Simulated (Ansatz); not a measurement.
Runs of Ansatz 0.2.0 on AlNi. Symmetry: Pm-3m, No. 221, cubic system. Conventional cell: a = 2.881 Å, b = 2.881 Å, c = 2.881 Å, α = 90.00°, β = 90.00°, γ = 90.00°. Ni (site symmetry m-3m) has 8 Al at 2.50 Å as nearest neighbours. Al (site symmetry m-3m) has 8 Ni at 2.50 Å as nearest neighbours. 

```tsv
task	level	U	cell	k mesh	cutoff (eV)	smearing	points for each segment of the path	hubbard projectors	double counting	mesh quality	gap on the mesh (eV)	pressure (GPa)	moment (μB)	relaxed volume (Å³/atom)
relaxation of cell and atoms	revPBE	-	relaxed	9 × 9 × 9	420	fermi-dirac 0.05 eV	-	-	-	not flagged	-	0.0	0.00	12.32
relaxation of cell and atoms	RPBE+D4	-	relaxed	9 × 9 × 9	420	fermi-dirac 0.05 eV	-	-	-	not flagged	-	0.0	0.00	(a)
band structure	HSE03	-	as given	5 × 5 × 5	420	fermi-dirac 0.05 eV	4	-	-	coarse	none	-	0.44	-
single point	PBE	-	as given	9 × 9 × 9	420	gaussian 0.021 eV	-	-	-	not flagged	none	1.9	0.00	-
single point	PBE	-	as given	9 × 9 × 9	420	gaussian 0.028 eV	-	-	-	not flagged	none	1.9	0.00	-
band structure	r2SCAN	-	as given	9 × 9 × 9	500	fermi-dirac 0.05 eV	14	-	-	not flagged	none	-3.2	0.00	-
relaxation of cell and atoms	revPBE+D4	-	relaxed	9 × 9 × 9	420	fermi-dirac 0.05 eV	-	-	-	not flagged	-	0.0	0.00	11.60
band structure	r2SCAN+U	Ni d U = 7 eV	as given	9 × 9 × 9	500	gaussian 0.01 eV	14	ortho-atomic (the default)	fll (the default)	not flagged	none	(b)	0.00	-
```

Alike in all rows: potentials or basis Ansatz PAW; spin collinear, ferromagnetic start.

Question: Fill in the values left out.

Answer: (a) 11.59; (b) -4.7.

Caveats: some runs use coarse meshes; the PAW data sets come from PBE, with cores solved anew for the run's functional, which leaves a small shift of forces and pressure (some runs); the potentials were made for another functional, which shifts forces and pressure (some runs); the plane-wave basis is chosen anew once the cell has moved, so the energies of steps on either side of that aren't comparable (some runs); the magnetic or orbital state may not be the lowest (some runs); the U is typed as a test and isn't derived for this compound (some runs).

A k mesh can miss the band edges.

A gap of «none» marks a metal or a gap under the smearing width.

Not every run made on this cell is shown here.
